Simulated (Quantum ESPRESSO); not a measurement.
## Rb: phonon spectrum and thermodynamics under several settings

```xyz
1
Lattice="-2.8025 2.8025 2.8025 2.8025 -2.8025 2.8025 2.8025 2.8025 -2.8025" Properties=species:S:1:pos:R:3 pbc="T T T"
Rb    0.0000    0.0000    0.0000
```

All runs used Quantum ESPRESSO 7.5; k mesh 8 × 8 × 8; relaxed cell; no spin polarisation; occupations cold, width 0.2 eV; q mesh 2 × 2 × 2.

```tsv
level	potentials	cutoff (eV)	volume (Å³/atom)	pressure (GPa)	highest frequency (cm⁻¹)	zero-point energy (meV/atom)	entropy at room temperature (k_B/atom)
LDA	PseudoDojo 0.4.1 SR LDA standard	571	77.73	-0.1	53	6.2	8.78
PBE	PseudoDojo 0.4.1 SR PBE standard	626	?	0.0	?	?	?
PBEsol	PseudoDojo 0.4.1 SR PBEsol standard	626	86.50	0.0	49	5.6	9.12
```

**Question.** What stands in the row left open?

**Answer.** Volume 91.08 Å³/atom; highest frequency 48 cm⁻¹; zero-point energy 5.7 meV/atom; entropy at room temperature 9.03 k_B/atom.

For the row left open. Caveat: the q mesh is small, so phonon branches between its points and thermal values are rough.
